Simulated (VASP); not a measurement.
Output of a VASP run:

**OSZICAR**
```
       N       E                     dE             d eps       ncg     rms          rms(c)
DAV:   1     0.190435622322E+03    0.19044E+03   -0.18889E+04  2064   0.155E+03
DAV:   2    -0.447721214954E+02   -0.23521E+03   -0.22942E+03  2704   0.352E+02
DAV:   3    -0.542461137421E+02   -0.94740E+01   -0.94494E+01  2348   0.726E+01
DAV:   4    -0.543014396612E+02   -0.55326E-01   -0.55315E-01  2288   0.637E+00
DAV:   5    -0.543017461130E+02   -0.30645E-03   -0.30644E-03  2280   0.490E-01    0.894E+00
DAV:   6    -0.449553687383E+02    0.93464E+01   -0.49627E+00  2032   0.153E+01    0.269E+00
DAV:   7    -0.417410481247E+02    0.32143E+01   -0.11503E+00  2176   0.130E+01    0.190E+00
DAV:   8    -0.490198839264E+02   -0.72788E+01   -0.12392E+00  2008   0.126E+01    0.940E-01
DAV:   9    -0.423380309003E+02    0.66819E+01   -0.43555E-01  2004   0.799E+00    0.298E-01
DAV:  10    -0.422114146572E+02    0.12662E+00   -0.24498E-01  2012   0.554E+00    0.135E-01
DAV:  11    -0.421784871053E+02    0.32928E-01   -0.29333E-02  2216   0.199E+00    0.137E-01
DAV:  12    -0.425792156987E+02   -0.40073E+00   -0.71573E-02  2008   0.261E+00    0.128E-01
DAV:  13    -0.424021024101E+02    0.17711E+00   -0.43809E-02  2008   0.217E+00    0.853E-02
DAV:  14    -0.426076714952E+02   -0.20557E+00   -0.43092E-02  2000   0.219E+00    0.104E-01
DAV:  15    -0.426080276240E+02   -0.35613E-03   -0.13320E-04  2328   0.118E-01    0.104E-01
DAV:  16    -0.426079683456E+02    0.59278E-04   -0.90514E-06  2216   0.277E-02    0.950E-02
DAV:  17    -0.426080049617E+02   -0.36616E-04   -0.25315E-04  2040   0.147E-01    0.483E-02
DAV:  18    -0.426080772938E+02   -0.72332E-04   -0.95750E-06  2080   0.402E-02    0.490E-02
DAV:  19    -0.426080312590E+02    0.46035E-04   -0.77067E-05  2164   0.742E-02    0.227E-02
DAV:  20    -0.426080363177E+02   -0.50587E-05   -0.11055E-05  2036   0.343E-02    0.154E-02
DAV:  21    -0.426080318553E+02    0.44624E-05   -0.16328E-05  2304   0.327E-02    0.429E-03
DAV:  22    -0.426080333639E+02   -0.15087E-05   -0.24971E-06  2144   0.133E-02    0.994E-04
DAV:  23    -0.426080338635E+02   -0.49957E-06   -0.33907E-07  1936   0.519E-03    0.150E-03
DAV:  24    -0.426080342038E+02   -0.34034E-06   -0.60750E-08  1248   0.313E-03    0.121E-03
DAV:  25    -0.426080342106E+02   -0.67653E-08   -0.11677E-07  1236   0.329E-03
   1 F= -.42608034E+02 E0= -.42608034E+02  d E =0.000000E+00
       N       E                     dE             ncg
       N       E                     dE             ncg
```

File OUTCAR:
```
------------------------ aborting loop because EDIFF is reached ----------------------------------------
  FORCE on cell =-STRESS in cart. coord.  units (eV):
  Direction    XX          YY          ZZ          XY          YZ          ZX
  --------------------------------------------------------------------------------------
  Total       -0.0305788     -0.0305788     -0.0183674      0.0000000      0.0000000      0.0000000
  in kB       -0.7675358     -0.7675358     -0.4610270      0.0000000      0.0000000      0.0000000
  external PRESSURE =      -0.6653662 kB  Pullay stress =       0.0000000 kB
  volume of cell :       63.83
      direct lattice vectors                 reciprocal lattice vectors
     4.590338358  0.000000000  0.000000000     0.217848865  0.000000000  0.000000000
     0.000000000  4.590338358  0.000000000     0.000000000  0.217848865  0.000000000
     0.000000000  0.000000000  3.029306490     0.000000000  0.000000000  0.330108559
 POSITION                                       TOTAL-FORCE (eV/Angst)
 -----------------------------------------------------------------------------------
      0.00000      0.00000      0.00000         0.000000      0.000000      0.000000
      2.29517      2.29517      1.51465         0.000000      0.000000      0.000000
      1.38995      1.38995      0.00000        -0.007969     -0.007969      0.000000
      3.68512      0.90522      1.51465        -0.007969      0.007969      0.000000
      0.90522      3.68512      1.51465         0.007969     -0.007969      0.000000
      3.20039      3.20039      0.00000         0.007969      0.007969      0.000000
 -----------------------------------------------------------------------------------
    total drift:                                0.000000      0.000000     -0.000000
  FREE ENERGIE OF THE ION-ELECTRON SYSTEM (eV)
  ---------------------------------------------------
  free  energy   TOTEN  =       -42.6080342106 eV

  energy  without entropy=      -42.6080342106  energy(sigma->0) =      -42.60803421

 total charge

# of ion       s       p       d       tot
------------------------------------------
    1        0.121   0.160   0.075   0.355
    2        0.121   0.160   0.075   0.355
    3        1.735   4.457   0.000   6.192
    4        1.735   4.457   0.000   6.192
    5        1.735   4.457   0.000   6.192
    6        1.735   4.457   0.000   6.192
--------------------------------------------------
tot          7.180  18.148   0.149  25.477

 Electric field gradients after diagonalization (V/A^2)
 (convention: |V_zz| > |V_xx| > |V_yy|)
----------------------------------------------------------------------
 ion       V_xx      V_yy      V_zz     asymmetry (V_yy - V_xx)/ V_zz
----------------------------------------------------------------------
   1      -4.576    -1.989     6.565       0.394
   2      -4.576    -1.989     6.565       0.394
   3      28.319    16.151   -44.469       0.274
   4      28.319    16.151   -44.469       0.274
   5      28.319    16.151   -44.469       0.274
   6      28.319    16.151   -44.469       0.274
```
(Selected blocks of OUTCAR.)

**POSCAR**
```
MgF2
1
    4.5903383581     0.0000000000     0.0000000000
    0.0000000000     4.5903383581     0.0000000000
    0.0000000000     0.0000000000     3.0293064899
Mg F
2 4
Direct
  1.0000000000   1.0000000000   0.0000000000
  0.5000000000   0.5000000000   0.5000000000
  0.3027985975   0.3027985975   0.0000000000
  0.8027985975   0.1972014025   0.5000000000
  0.1972014025   0.8027985975   0.5000000000
  0.6972014025   0.6972014025   0.0000000000
```

Problem. Write an INCAR and KPOINTS that could have produced this output.

Solution. This is not unique; one that fits is the input of the run itself, r2SCAN+rVV10, plane waves, VASP's PBE PAW potentials (set 64).

File KPOINTS:
```
Automatic mesh
0
Gamma
6 6 8
0 0 0
```

File KPOINTS_OPT:
```
k-points along high-symmetry lines
6
Line-mode
Reciprocal
  0.000000   0.000000   0.000000 ! GAMMA
  0.000000   0.500000   0.000000 ! X

  0.000000   0.500000   0.000000 ! X
  0.500000   0.500000   0.000000 ! M

  0.500000   0.500000   0.000000 ! M
  0.000000   0.000000   0.000000 ! GAMMA

  0.000000   0.000000   0.000000 ! GAMMA
  0.000000   0.000000   0.500000 ! Z

  0.000000   0.000000   0.500000 ! Z
  0.000000   0.500000   0.500000 ! R

  0.000000   0.500000   0.500000 ! R
  0.500000   0.500000   0.500000 ! A

  0.500000   0.500000   0.500000 ! A
  0.000000   0.000000   0.500000 ! Z

  0.000000   0.500000   0.000000 ! X
  0.000000   0.500000   0.500000 ! R

  0.500000   0.500000   0.000000 ! M
  0.500000   0.500000   0.500000 ! A
```

### INCAR
```
# general
SYSTEM   = MgF2
PREC     = Accurate
ENCUT    = 520
LREAL    = .FALSE.
LASPH    = .TRUE.

# electronic loop
EDIFF    = 1E-7
NELM     = 100
ALGO     = Normal
LMIXTAU  = .TRUE.

# smearing
ISMEAR   = -5

# functional
METAGGA  = R2SCAN
LUSE_VDW = .TRUE.
BPARAM   = 11.95
CPARAM   = 0.0093

# ions
ISIF     = 2

# output
LWAVE    = .FALSE.
LCHARG   = .FALSE.
LORBIT   = 11
NEDOS    = 601

# other
LEFG     = .TRUE.
```

POTCAR, in this order: Mg F (PBE.64 set). Program: vasp_std.

The compound is MgF2 in the rutile structure. It was relaxed first.
